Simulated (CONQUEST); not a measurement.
Write the native input for CONQUEST 1.3 that does the following.

| Item | Value |
| --- | --- |
| Task | single point |
| Functional | PBE |
| Potentials or basis | PseudoDojo NC PBE, SZP, grid cutoff 120 Ha |
| k mesh | 8 × 8 × 5 |
| Occupations | fermi-dirac, width 0.05 eV |
| Spin | no spin polarisation |
| Solver | diagonalisation |
| SCF tolerance | 1e-06 |

Crystal: SnTe.

```
Te Sn
1.0
     4.45597    0.00000    0.00000
     0.00000    4.45597    0.00000
     0.00000    0.00000    6.30170
Te Sn
2 2
Cartesian
  0.0000 0.0000 3.1509
  2.2280 2.2280 0.0000
  0.0000 0.0000 0.0000
  2.2280 2.2280 3.1509
```

These files were run (other wordings do the same):

Conquest_input

```
IO.Title SnTe
IO.Coordinates coords.dat
IO.FractionalAtomicCoords T
IO.Iprint 2
IO.Iprint_init 1
General.NumberOfSpecies 2
General.PseudopotentialType hamann
AtomMove.TypeOfRun static
AtomMove.FullStress T
Grid.GridCutoff 120
DM.SolutionMethod diagon
Diag.MPMesh T
Diag.GammaCentred T
Diag.MPMeshX 8
Diag.MPMeshY 8
Diag.MPMeshZ 5
Diag.kT 0.00183747
minE.SCTolerance 1e-6
SC.MaxIters 100
IO.AtomChargeOutput T
%block ChemicalSpeciesLabel
1 127.600 Te
2 118.710 Sn
%endblock
```

coords.dat

```
    8.4205719959     0.0000000000     0.0000000000
    0.0000000000     8.4205719959     0.0000000000
    0.0000000000     0.0000000000    11.9084871196
4
  0.0000000000   0.0000000000   0.5000000000 1 T T T
  0.5000000000   0.5000000000   0.0000000000 1 T T T
  0.0000000000   0.0000000000   0.0000000000 2 T T T
  0.5000000000   0.5000000000   0.5000000000 2 T T T
```

Potentials or basis: PseudoDojo NC PBE, SZP, grid cutoff 120 Ha.

Run with:

```sh
$ Conquest
```

It gave:

The pressure is 3.5 GPa. The mulliken charges are Te -0.16; Sn +0.16 e.

Caveat: the atomic basis is small; Mulliken charges move with the basis; this odd mesh misses L, where the gap lies, so gap, dielectric constants and Born charges aren't listed; the box holds several primitive cells, so bands are folded and the points are those of the box's own zone; the basis of atomic orbitals isn't converged, which shifts pressures, moduli and gaps.

Wall time 24 s on 1 thread of AMD EPYC 9R45 96-Core Processor (Zen 5), on a shared host, peak memory 0.68 GiB.
